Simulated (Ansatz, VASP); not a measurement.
**Two plane-wave programs on Se**

```xyz
3
Lattice="4.4406 0.0000 0.0000 -2.2203 3.8457 0.0000 0.0000 0.0000 5.0465" Properties=species:S:1:pos:R:3 pbc="T T T"
Se    1.7385    3.0112    2.5233
Se   -0.4818    0.8345    4.2054
Se    0.9636    0.0000    0.8411
```

Change from the starting cell: volume scaled by 1.06.

Alike in both runs: task single point; functional PBE; k mesh 7 × 7 × 6; occupations fermi-dirac, width 0.05 eV; no spin polarisation.

|  | VASP | Ansatz |
| --- | --- | --- |
| version | VASP 6.6.1 | Ansatz 0.2.0 |
| potentials or method | VASP PAW PBE potentials, release 64 (Se) | Ansatz PAW |
| plane-wave cutoff (eV) | 520 | 420 |
| valence electrons in the cell | 18 | 48 |

|  | VASP | Ansatz | Ansatz less VASP |
| --- | --- | --- | --- |
| gap on the k mesh at the Fermi level (eV) | 1.10 | 1.11 | +0.012 |
| least direct gap on the mesh (eV) | 1.31 | 1.33 | +0.013 |
| pressure (GPa) | 2.0 | 1.9 | -0.12 |
| largest component of the traceless stress (GPa) | 0.38 | 0.33 | -0.048 |
| rms of the force components (eV/Å) | 0.292 | 0.273 | -0.0189 |

Atom by atom the forces differ by 0.019 eV/Å (rms over components). The two sets of potentials don't hold the same shells in valence.

Caveats: an odd mesh through Γ misses points on the zone boundary, where band edges often lie (VASP); odd divisions of the mesh miss points on the zone boundary, where band edges often lie, so the gap on the mesh can be too wide (Ansatz).
